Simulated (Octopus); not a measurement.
# MnO in Octopus: the effect of functional

The system is MnO.

```
CELL_PARAMETERS angstrom
0.00000 2.22391 2.22391
2.22391 0.00000 2.22391
2.22391 2.22391 0.00000
ATOMIC_POSITIONS crystal
Mn 0.00000 0.00000 0.00000
O 0.50000 0.50000 0.50000
```

The cell is a database's computed one.

Alike in all runs:

* Program: Octopus 16.4
* Task: single point
* Potentials or basis: pseudodojo_pbe (PseudoDojo 0.5, PBE)
* Grid spacing: 0.137 Å
* k mesh: 8 × 8 × 8
* Occupations: fermi-dirac, width 0.05 eV
* Spin: collinear spin, ferromagnetic start
* Starting moments: [4.0, 0.0] μB

```csv
functional,moment (μB)
LDA,?
PBEsol,4.80
RPBE,4.88
revPBE,4.87
```

Task: What does the run with functional LDA give?

Result: Moment 4.63 μB.

Caveats: a cell with one magnetic atom can't hold antiferromagnetic order, which such compounds often take.

Runs at the PBE level aren't shown here.
